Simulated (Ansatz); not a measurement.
The system is MnO.

```xyz
2
Lattice="0.0000 2.2220 2.2220 2.2220 0.0000 2.2220 2.2220 2.2220 0.0000" Properties=species:S:1:pos:R:3 pbc="T T T"
Mn    0.0000    0.0000    0.0000
O     2.2220    2.2220    2.2220
```

Base run:

```yaml
Program: Ansatz 0.2.0
Functional: PBE
Potentials_or_basis: Ansatz PAW
Cutoff: "420 eV (not typed: the program's choice for these potentials)"
k_mesh: 10 × 10 × 10
Occupations: fermi-dirac, width 0.05 eV
Spin: collinear spin, ferromagnetic start
Starting_moments: "[4.0, 0.0] μB"
Hubbard_terms: Mn d U = 8 eV
```

Its results: band gap on the k mesh 0.65 eV, indirect (least direct gap 2.52 eV); pressure 14.2 GPa; net moment 5.00 μB per cell; site moments Mn +4.34; O +0.11 μB.

Task: The run is repeated on the same cell with these changes: hubbard terms from Mn d U = 8 eV to Mn d U = 2 eV. What comes out?

Result: Band gap on the k mesh none (metal or under the smearing width); pressure 7.4 GPa; net moment 5.00 μB per cell; site moments Mn +4.24; O +0.23 μB.

Caveats: the magnetic or orbital state may not be the lowest; a cell with one magnetic atom can't hold antiferromagnetic order, which such compounds often take; the density of states is complete only up to the lowest level of the last band computed.

A k mesh can miss the band edges.
